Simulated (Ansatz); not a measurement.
## GaN (P6_3mc): spin-orbit coupling beyond the local functionals

Wanted: gaps of GaN (P6_3mc) with and without spin-orbit coupling, with cost.

Main program and level: Ansatz 0.2.0; density functionals with and without spin-orbit coupling, plane waves, PAW.

The database entry behind the starting cell has ideal inner coordinates that were not refined, so it need not match the best structure at ambient conditions.

## 1. Set-up

It takes space group P6_3mc (No. 186, hexagonal). Conventional cell: a = 3.190 Å, b = 3.190 Å, c = 5.189 Å, α = 90.00°, β = 90.00°, γ = 120.00°. Ga has 4 N at 1.95 Å nearest. Nearest to N lie 4 Ga at 1.95 Å. Farther neighbours and most contacts between anions are not listed.

The cell and positions come from the Crystallography Open Database and are kept as given unless a step says otherwise. The default PAW set here is soft_1. Its files were made with PBE.

## 2. HSE06, 6×6×2 mesh

This step: DFT, HSE06, plane waves, PAW.

The input, input.yaml:

```yaml
crystal:
  lattice:
    - [3.19, 0.0, 0.0]
    - [-1.595, 2.7626210381, 0.0]
    - [0.0, 0.0, 5.189]
  atoms:
    - { symbol: Ga, position: [0.6666666667, 0.3333333333, 0.0] }
    - { symbol: Ga, position: [0.3333333333, 0.6666666667, 0.5] }
    - { symbol: "N", position: [0.6666666667, 0.3333333333, 0.375] }
    - { symbol: "N", position: [0.3333333333, 0.6666666667, 0.875] }
kpoints:
  mp_grid: { grid: [6, 6, 2] }
  band_path:
    path:
      - [0.0, 0.0, 0.0]
      - [0.5, 0.0, 0.0]
      - [0.33333333, 0.33333333, 0.0]
      - [0.0, 0.0, 0.5]
      - [0.5, 0.0, 0.5]
      - [0.33333333, 0.33333333, 0.5]
    npoints: 1
hamiltonian:
  xc: hse06
  pseudopotentials: { kind: paw, azcp: { folder: "./paw" } }
scf:
  occupations: { method: fixed }
  n_extra_bands: 5
output:
  eigenvalues: true
```

On the command line:

```bash
> ansatz run input.yaml --threads 3 --pin off --max-ram 92160MiB --backend cuda --events-out ev --progress --plain --runs-dir out --devices 1 --max-vram 13GiB
```

Numbers of over 12 decimals in the logs are rounded to 6 here.

Log:

```text
scf.n_extra_bands = 5 over 18 filled bands (N_el = 36.0): the run solves 23 bands
exact exchange: scf.exx.singularity resolves to wigner_seitz, which cuts the screened interaction at the faces of the exchange supercell's Wigner-Seitz cell, so that each pair interacts once, at the shortest of its separations (the periodic images that this leaves out come, for a point-like exchange hole, to about 0.002 eV on a filled level). The cut falls within the interaction's reach, and what an exchange supercel [...]
GPUs: using 1 of 1 available (devices: 1).
Engine: ansatz 0.2.0, x86_64-unknown-linux-gnu
Pseudopotentials: kind: paw
Pseudopotential: Ga, paw, valence charge 13, recommended cutoff 420 eV (normal), <dir>
Pseudopotential: N, paw, valence charge 5, recommended cutoff 420 eV (normal), <dir>
Functional definition: HSE06
  parameter a = 0.25
  parameter omega = 0.11/bohr
  exchange = pbe_x - a*pbe_x_sr(omega) + a*exact_x_sr(omega)
  correlation = pbe_c
davidson cushion auto → on  (no smearing: the cushion is to keep the highest requested band from converging to the state above it; pin scf.eigensolver.cushion to override)
device memory: the entry about to start is reckoned to put 0.6 GiB on a device that reports 67.3 GiB free (of which the cap on the GPU budget leaves the run 13.0 GiB)
GPU FFT provider: cuFFT
GPU libraries: cuBLAS 13.8.2, cuFFT 12.4.0, cuSOLVER 12.3.4
Crystal: 4 atoms, lattice volume = 45.729 Å³
Basis set: ecut = 420 eV, 917 PW (Γ)
Bands: 23, of which v1, the nominal top of the filled ones, is band 18 counted from 1 (17 counted from 0)
Symmetry: 12 space group operations
Space group: P63mc (ITA 186), of the structure as read, at distance tolerance 3.6e-5 Å
k-points: 14 of 72
Non-local potential: Ga, projectors of the file, l = 0: 2, l = 1: 2, l = 2: 3, l = 3: 1
Non-local potential: N, projectors of the file, l = 0: 2, l = 1: 2, l = 2: 1
PAW form: soft (Blöchl's): semilocal exchange-correlation on the pseudo side does not see the compensation charge
PAW frozen core: Ga, regenerated for the run's functional, and the local potential with it (the file was generated under x = pbe(κ = 0.804, μ = 0.219515), c = pbe(β = 0.066725))
PAW frozen core: N, regenerated for the run's functional, and the local potential with it (the file was generated under x = pbe(κ = 0.804, μ = 0.219515), c = pbe(β = 0.066725))
PAW one-centre angular grid: Ga, 590 points (default); XC on 64 Gauss nodes
PAW one-centre angular grid: N, 110 points (default); XC on 64 Gauss nodes
Initial density: superposition of atomic densities (chi_scale 0.1, normalization cell, long waves kept (reshape's long-wave potential 0.00 eV rms))
Initial wavefunctions: pseudopotential atomic-orbital guess
GPU buffer pool allocated for 20736 grid points (all kernels)
[...]
Frozen-core exchange: fock
SCF iter   1: F=—  HF=-8336.815961 eV  |F-HF|=—  |Δ(HF+E_count)|=         —  Δρ=8.77e-5  dr2=3.48e-6  ethr=1.18e-6  ⟨swp⟩=3.1  Hψ=785  notcnv=0
preconditioner: auto → none  [insulator: Δε(μ)=3.152 eV  Ē_g=20.185 eV  n_scr=22 (ndim 8)  ℏωp=32.9 eV  f_vac=0.012]
iter 2 solved again at ethr=1.45e-10 eV; its pass at ethr=7.27e-9 eV (dr2=5.23e-8 eV) is discarded
SCF iter   2: F=—  HF=-8336.815962 eV  |F-HF|=—  |Δ(HF+E_count)|=   1.19e-6  Δρ=1.66e-5  dr2=2.24e-7  ethr=1.45e-10  ⟨swp⟩=2.5  Hψ=1921  notcnv=0
SCF iter   3: F=-8336.815964 eV  HF=-8336.815964 eV  |F-HF|=5.33e-8  |Δ(HF+E_count)|=   1.38e-6  Δρ=1.13e-5  dr2=3.16e-8  ethr=1.43e-10  ⟨swp⟩=5.3  Hψ=1364  notcnv=0
SCF 3 converged in 3 iterations: F = -8336.815964 eV  dr2 = 3.16e-8
hybrid outer 2: dexx = +1.155e-6 eV, tail = 1.73e-7 eV, Δε = 2.99e-3 eV (about 1.75e-4 eV left of the loop's levels)
the search or the solves at the SCF's close seem to have found levels that the self-consistency loop had missed (the run counts 2). By its estimate they hold under 1e-12 electrons; where the run keeps them, the occupations were computed again with them
device memory: the entry about to start is reckoned to put 0.4 GiB on a device that reports 71.3 GiB free (of which the cap on the GPU budget leaves the run 13.0 GiB)
NSCF: frozen V_eff on 6 k-points
hybrid SCF converged: 2 outer / 8 inner (+5 warm-up), last move |dexx| = 1.16e-6 eV, tail = 1.73e-7 eV
Stability not checked: this state was not tested for a lower state beside it, because the functional holds exact exchange (a hybrid, or Hartree-Fock), whose exchange loop this test does not read (fock_operator; see scf.lower_state_search)
Free energy (F): -8336.815963 eV
Frozen-core exchange: fock
Harris-Foulkes:  -8336.815963 eV  (|F-HF|=5.33e-8)
Internal energy: -8336.815963 eV  (E = F + TS)
E sigma→0 (E₀):  -8336.815963 eV
Fermi energy:    8.849467 eV
--- Per-component energies (eV) ---
  E_band       = -92.980833
  E_kinetic    = 480.330513
  E_local      = -2840.061151  (includes V_loc(G=0)·N_el)
  E_nonlocal   = -109.497223
  E_hartree    = 1804.330954
  E_xc         = -196.901163
  E_vxc        = -209.190204  (∫ρ·V_xc dr)
  E_exx        = -124.005004  (= α·E_x^exact, valence–valence)
  E_paw        = -4178.686046  (= ΣΔE_a)
  E_vpaw       = -775.222659  (= ΣTr[D̂ρ^β])
  E_aug_tail   = 0.001495  (compensation charges beyond the density's cutoff)
  E_ewald      = -3172.508547
  E_core_change = 0.180208  (= ΣΔE_core)
  E_smearing   = -0.000000  (= −TS)
  E_closure    = -0.000000  (closes the sum)
  Σ components = -8336.815963   (vs F -8336.815963, Δ=0.00e0)
--- Band table (eV; the first three rows and the last of 14) ---
  k-point 0: bands = [... 14 lower, 7.7173, 8.7780, 8.8495, 8.8495, 12.0015, 14.5162, 19.7869, 20.3017, ... 1 higher]
  k-point 1: bands = [... 14 lower, 8.2672, 8.2672, 8.2672, 8.2672, 14.4773, 14.4773, 18.9192, 18.9192, ... 1 higher]
  k-point 2: bands = [... 14 lower, 7.0698, 7.1747, 8.4731, 8.5935, 13.5559, 15.8704, 18.5319, 19.3175, ... 1 higher]
  k-point 13: bands = [... 14 lower, 4.3611, 4.3611, 7.2479, 7.2479, 16.7286, 16.7286, 17.5260, 17.5260, ... 1 higher]
```

It took 25 s on 1 × NVIDIA H100 80GB HBM3 (shared by 6 runs) with 3 threads of AMD EPYC 7R13 (Zen 3), shared host; peak memory 1.2 GiB; 12 s of CPU time.

In the SCF lines HF is the Harris–Foulkes energy and dr2 the Hartree energy of the density residual, in eV; the loop may stop once dr2 is under the threshold and the program's other checks hold. Hψ counts applications of the Hamiltonian.

Numbers from this step:

```
gap                     : 3.152 eV
valence top at          : Γ
conduction bottom at    : Γ
least direct gap        : 3.152 eV
exact-exchange fraction : 0.25
```

The gap is direct, at Γ.

## 3. HSE06+SOC, 6×6×2 mesh

Spin-orbit coupling can split or shift the edges; a non-collinear run measures by how much.

This step: DFT, HSE06 with spin-orbit coupling, plane waves, PAW.

Edit input.yaml of step 2 so:

```diff
@@ -23,6 +23,9 @@
   xc: hse06
-  pseudopotentials: { kind: paw, azcp: { folder: "./paw" } }
+  pseudopotentials: { kind: paw_fr, azcp: { folder: "./paw" } }
 scf:
   occupations: { method: fixed }
-  n_extra_bands: 5
+  n_extra_bands: 10
+magnetization:
+  noncollinear: true
+  spin_orbit: true
 output:
```

Log:

```text
[...]
GPUs: using 1 of 1 available (devices: 1).
[...]
non-collinear run that drives no moment, with spin-orbit: no starting moment large enough to seed its density (crystal.atoms[].spin), no starting occupations that ask for one, no magnetisation constraint and no magnetic field, so the semilocal B_xc is pinned to zero
[...]
GPU FFT provider: cuFFT
GPU libraries: cuBLAS 13.8.2, cuFFT 12.4.0, cuSOLVER 12.3.4
Crystal: 4 atoms, lattice volume = 45.729 Å³
Basis set: ecut = 420 eV, 917 PW (Γ)
Bands: 46, of which v1, the nominal top of the filled ones, is band 36 counted from 1 (35 counted from 0)
Symmetry: 12 space group operations + 12 with time reversal
[...]
k-points: 14 of 72
Projection manifold: j_resolved (fully-relativistic pseudo-atomic orbitals)
[...]
GPU buffer pool allocated for 20736 grid points (all kernels)
[...]
SCF iter   1: F=—  HF=-8337.288698 eV  |F-HF|=—  |Δ(HF+E_count)|=         —  Δρ=1.13e-1  dr2=5.09e0  dr2_m=0.00e0 (ungated)  ethr=1.00e-1  |M|=0.00e0 ∫|m|=0.00e0 μB  |m|>n=0.0e0 m-floor=0.0e0 τ_xc=0.0e0  β_m=0.30  ⟨swp⟩=3.9  Hψ=2379  notcnv=0
[...]
SCF iter   5: F=-8335.989497 eV  HF=-8335.989428 eV  |F-HF|=6.85e-5  |Δ(HF+E_count)|=   1.58e-3  Δρ=1.18e-3  dr2=2.91e-4  dr2_m=0.00e0 (ungated)  ethr=7.50e-6  |M|=0.00e0 ∫|m|=0.00e0 μB  |m|>n=0.0e0 m-floor=0.0e0 τ_xc=0.0e0  ⟨swp⟩=4.0  Hψ=2022  notcnv=0
SCF 1 stopped early in 5 iterations: F = -8335.989497 eV  dr2 = 2.91e-4
[...]
GPU FFT provider: cuFFT
GPU libraries: cuBLAS 13.8.2, cuFFT 12.4.0, cuSOLVER 12.3.4
Projection manifold: j_resolved (fully-relativistic pseudo-atomic orbitals)
[...]
GPU buffer pool allocated for 20736 grid points (all kernels)
[...]
Frozen-core exchange: fock
SCF iter   1: F=—  HF=-8335.617605 eV  |F-HF|=—  |Δ(HF+E_count)|=         —  Δρ=1.86e-2  dr2=6.17e-2  dr2_m=0.00e0 (ungated)  ethr=8.07e-6  |M|=0.00e0 ∫|m|=0.00e0 μB  |m|>n=0.0e0 m-floor=0.0e0 τ_xc=0.0e0  β_m=0.30  ⟨swp⟩=7.1  Hψ=3283  notcnv=0
[...]
SCF iter   6: F=-8335.604070 eV  HF=-8335.604070 eV  |F-HF|=7.29e-8  |Δ(HF+E_count)|=   5.32e-6  Δρ=2.79e-5  dr2=3.90e-6  dr2_m=0.00e0 (ungated)  ethr=6.38e-8  |M|=0.00e0 ∫|m|=0.00e0 μB  |m|>n=0.0e0 m-floor=0.0e0 τ_xc=0.0e0  ⟨swp⟩=3.0  Hψ=1578  notcnv=0
SCF 2 stopped early in 6 iterations: F = -8335.604070 eV  dr2 = 3.90e-6
[...]
hybrid outer 1: dexx = +1.769e-2 eV, tail = 7.28e-5 eV
GPU FFT provider: cuFFT
GPU libraries: cuBLAS 13.8.2, cuFFT 12.4.0, cuSOLVER 12.3.4
Projection manifold: j_resolved (fully-relativistic pseudo-atomic orbitals)
GPU buffer pool allocated for 20736 grid points (all kernels)
[...]
Frozen-core exchange: fock
SCF iter   1: F=—  HF=-8335.603457 eV  |F-HF|=—  |Δ(HF+E_count)|=         —  Δρ=6.21e-5  dr2=1.80e-6  dr2_m=0.00e0 (ungated)  ethr=1.01e-6  |M|=0.00e0 ∫|m|=0.00e0 μB  |m|>n=0.0e0 m-floor=0.0e0 τ_xc=0.0e0  β_m=0.30  ⟨swp⟩=3.1  Hψ=1583  notcnv=0
[...]
SCF iter   3: F=-8335.603459 eV  HF=-8335.603459 eV  |F-HF|=2.68e-8  |Δ(HF+E_count)|=   1.37e-7  Δρ=1.29e-5  dr2=3.09e-8  dr2_m=0.00e0 (ungated)  ethr=6.43e-11  |M|=0.00e0 ∫|m|=0.00e0 μB  |m|>n=0.0e0 m-floor=0.0e0 τ_xc=0.0e0  ⟨swp⟩=2.0  Hψ=3290  notcnv=0
SCF 3 converged in 3 iterations: F = -8335.603459 eV  dr2 = 3.09e-8
[...]
NSCF: frozen V_eff on 6 k-points
[...]
Magnetization: |M| = 0.0000 μB,  M = (+0.0000, +0.0000, +0.0000) μB
Absolute magnetization: 0.0000 μB (∫|m|)
  site 0: m = (+0.0000, +0.0000, +0.0000) μB, |m| = 0.0000 μB  (R = 0.80 Å)
  site 1: m = (+0.0000, +0.0000, +0.0000) μB, |m| = 0.0000 μB  (R = 0.80 Å)
  site 2: m = (+0.0000, +0.0000, +0.0000) μB, |m| = 0.0000 μB  (R = 0.80 Å)
  site 3: m = (+0.0000, +0.0000, +0.0000) μB, |m| = 0.0000 μB  (R = 0.80 Å)
Free energy (F): -8335.603459 eV
Frozen-core exchange: fock
[...]
Internal energy: -8335.603459 eV  (E = F + TS)
E sigma→0 (E₀):  -8335.603459 eV
Fermi energy:    8.855504 eV
[...]
--- Band table (eV; the first three rows and the last of 14) ---
  k-point 0: bands = [... 32 lower, 8.8448, 8.8448, 8.8555, 8.8555, 12.0010, 12.0010, 14.5156, 14.5156, ... 6 higher]
  k-point 1: bands = [... 32 lower, 8.2792, 8.2792, 8.2792, 8.2792, 14.4765, 14.4765, 14.4765, 14.4765, ... 6 higher]
  k-point 2: bands = [... 32 lower, 8.4604, 8.4838, 8.5909, 8.5969, 13.5499, 13.5606, 15.8626, 15.8767, ... 6 higher]
  k-point 13: bands = [... 32 lower, 7.2431, 7.2431, 7.2515, 7.2515, 16.7151, 16.7151, 16.7399, 16.7399, ... 6 higher]
```

It took 55 s on 1 × NVIDIA H100 80GB HBM3 (shared by 6 runs) with 3 threads; peak memory 1.6 GiB; 62 s of CPU time.

Numbers from this step:

| Item | Value |
| --- | --- |
| gap | 3.146 eV |
| valence top at | Γ |
| conduction bottom at | Γ |
| least direct gap | 3.146 eV |
| exact-exchange fraction | 0.25 |

The gap stands −0.01 eV against HSE06.

## 4. Together

Times are wall times on 1 × NVIDIA H100 80GB HBM3 (shared by 6 runs) with 3 threads of AMD EPYC 7R13 (Zen 3), shared host, good to a factor of about two.

| level | gap (eV) | with coupling (eV) | change (eV) | time | with coupling |
| --- | --- | --- | --- | --- | --- |
| HSE06 | 3.15 | 3.15 | −0.01 | 25 s | 55 s |

## 5. Summary of results

| Property | Result |
| --- | --- |
| HSE06 | 3.15 eV |
| HSE06+SOC | 3.15 eV |

Spin-orbit coupling changes the gap by −0.01 eV and the least direct gap by −0.01 eV.

[Paths, hosts, dates, memory and timing lines, banners, echoed tables and standing remarks are left out of the program output.]

[Logs are printed without paths, hosts, clocks, repeated set-up lines and the standing remarks that a program may print on its own settings, such as how far it seeks lower states.]

[Runs of the session that timed out or met a known fault of the program may be left out.]

[Cells called generated may have been cut or substituted from an entry of the Crystallography Open Database or the Materials Project.]

[Hosts, paths, dates, database ids (printed as entryN), source tags and the programs' standing remarks are cut or masked in the printed files.]
